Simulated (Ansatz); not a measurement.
Starting structure of a cell relaxation (symmetry kept):

```cif
data_structure
_symmetry_space_group_name_H-M 'P 1'
_symmetry_Int_Tables_number 1
_cell_length_a 5.1220
_cell_length_b 5.1220
_cell_length_c 3.2326
_cell_angle_alpha 90.000
_cell_angle_beta 90.000
_cell_angle_gamma 59.984
_cell_volume 73.43
loop_
_atom_site_label
_atom_site_type_symbol
_atom_site_fract_x
_atom_site_fract_y
_atom_site_fract_z
_atom_site_occupancy
Sc1 Sc 0.33334 0.33334 0.00000 1
Sc2 Sc 0.00000 0.00000 0.50000 1
Sc3 Sc 0.66666 0.66666 0.00000 1
```

Computed with DFT PBE+D3(BJ), scalar-relativistic, plane waves, PAW (Ansatz).

Plane waves to 420 eV, a k mesh through Γ of 10×10×14 on the computed 3-atom cell and Gaussian smearing (0.10 eV); no spin polarisation.

What does it relax to?

The volume drops by 1.20 Å³/atom to 23.28 Å³/atom, and the energy falls by 10.2 meV/atom. Final structure:
```xyz
3
Lattice="4.3599 -2.5170 0.0024 4.3599 2.5170 0.0024 -0.0017 0.0000 3.1816" Properties=species:S:1:pos:R:3 pbc="T T T"
Sc    2.9049    0.0000    3.1831
Sc   -0.0009    0.0000    1.5908
Sc    5.8131    0.0000    0.0032
```

Course of the relaxation (steps run on the plane waves of an earlier cell, and the basis is chosen afresh near the end, so energy and pressure can step there; trial steps that raised the energy were taken back; energies are free energies):

```csv
step,E − E_final (meV/atom),P (GPa),V (Å³/atom)
1,10.2,-2.61,24.48
2,0.5,0.72,22.99
3,-0.2,-0.04,23.29
4,-0.2,0.00,23.28
5,0.0,0.00,23.28
```

Cost: 1 run of about 1.3 core-minutes, on Intel Xeon 6975P-C (Granite Rapids) (shared hosts).